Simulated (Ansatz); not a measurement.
The reference is CsPbI₃ in the cubic perovskite structure (space group Pm-3m, No. 221).

```
CELL_PARAMETERS angstrom
      6.33267     0.00000     0.00000
      0.00000     6.33267     0.00000
      0.00000     0.00000     6.33267
ATOMIC_POSITIONS crystal
  Cs 0.00000 0.00000 0.00000
  Pb 0.50000 0.50000 0.50000
  I  0.00000 0.50000 0.50000
  I  0.50000 0.50000 0.00000
  I  0.50000 0.00000 0.50000
```

Method: r2SCAN/PAW in Ansatz (a quantum-chemistry and plane-wave program), no spin-orbit coupling.

Before the change:

The gap character comes out as direct at R and the gap between the host's bands is 1.70 eV.

One thing is altered: hole doping at 3.0×10^21 cm⁻³ (0.762 per cell), with a uniform compensating background at fixed cell and a 300 K Fermi–Dirac width.

Question: What does the calculation give for the Fermi level from band edge, gap character and gap between the host's bands after the change?

Answer: The Fermi level relative to the doped band's edge (positive inside the band; to 0.05 eV) amounts to +0.90 eV; the gap character remains direct at R; the gap between the host's bands hardly moves (1.70 eV against 1.71 eV).

Carriers are added with a uniform compensating background; total energy and stress of such cells depend on the potential's zero and are not compared; many-body gap narrowing is missing at this level. Spin-orbit coupling, missing from the scalar runs, can matter with I and Pb. Whether these cells are dynamically stable was not tested. Many cubic perovskites are stable only at high temperature; tilts and polar distortions were not tested. This is not the structure that CsPbI3 has at room temperature and ambient pressure.
